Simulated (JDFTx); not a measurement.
## Ti: relaxation of cell and atoms with LDA

Crystal: Ti.

```
CELL_PARAMETERS angstrom
-1.64100 1.64100 1.64100
1.64100 -1.64100 1.64100
1.64100 1.64100 -1.64100
ATOMIC_POSITIONS crystal
Ti 0.00000 0.00000 0.00000
```

This isn't the form of Ti at room conditions, which is hcp.

* Program: JDFTx 1.7.0 (patched build)
* Task: relaxation of cell and atoms
* Functional: LDA
* Potentials or basis: PseudoDojo-SR-LDA-0.4.1-standard with smoothed tails
* Cutoff: 1143 eV
* Density cutoff: 4572 eV
* k mesh: 11 × 11 × 11
* Occupations: fermi-dirac, width 0.05 eV
* Spin: no spin polarisation
* Local potential set to -Z/r beyond: 6 bohr
* Density cutoff over wavefunction cutoff: 4
* Max SCF steps: 100
* SCF threshold on the energy: 1e-09 Ha
* Solver of the electrons: scf
* Further solve for the empty bands: no

```json
{"Relaxed volume": "15.86 Å³/atom", "Relaxed cell": "a = 2.741 Å, b = 2.741 Å, c = 2.741 Å, α = 109.47°, β = 109.47°, γ = 109.47°", "Space group after relaxing (to 0.05 Å)": "Im-3m (No. 229)", "Energy gained by relaxing": "67.2 meV/atom", "Ionic steps": "6", "Pressure after relaxing": "0.0 GPa", "Band gap on the k mesh": "none (metal or under the smearing width)"}
```

Step by step:
```
step  energy change (eV)  largest force (eV/Å)  pressure (GPa)  volume (Å³)
   1              0.0000                0.0000          -10.91        17.68
   2             -0.0184                0.0000           -9.50        17.39
   3             -0.0671                0.0000            0.38        15.81
   4             -0.0672                0.0000            0.02        15.85
   5             -0.0672                0.0000            0.00        15.86
   6             -0.0672                0.0000            0.00        15.86
```

Final structure:
```
CELL_PARAMETERS angstrom
-1.58261 1.58261 1.58261
1.58261 -1.58261 1.58261
1.58261 1.58261 -1.58261
ATOMIC_POSITIONS crystal
Ti 0.00000 0.00000 0.00000
```

Levels at points of the mesh, in eV from the Fermi level:
| k point | band 4 | band 5 | band 6 | band 7 | band 8 | band 9 |
| --- | --- | --- | --- | --- | --- | --- |
| (0.00, 0.00, 0.00) | -31.76 | -6.01 | 1.06 | 1.06 | 1.06 | 3.05 |

Run time: 95 s on 1 thread of Arm Neoverse V1, on a shared host, peak memory 0.09 GiB.

Caveat: the plane waves are those of the starting cell, so after so large a change of volume the result is rough; the volume moved by -10 % from the deposited cell, more than functionals usually miss. LDA usually gives volumes a few per cent too small.
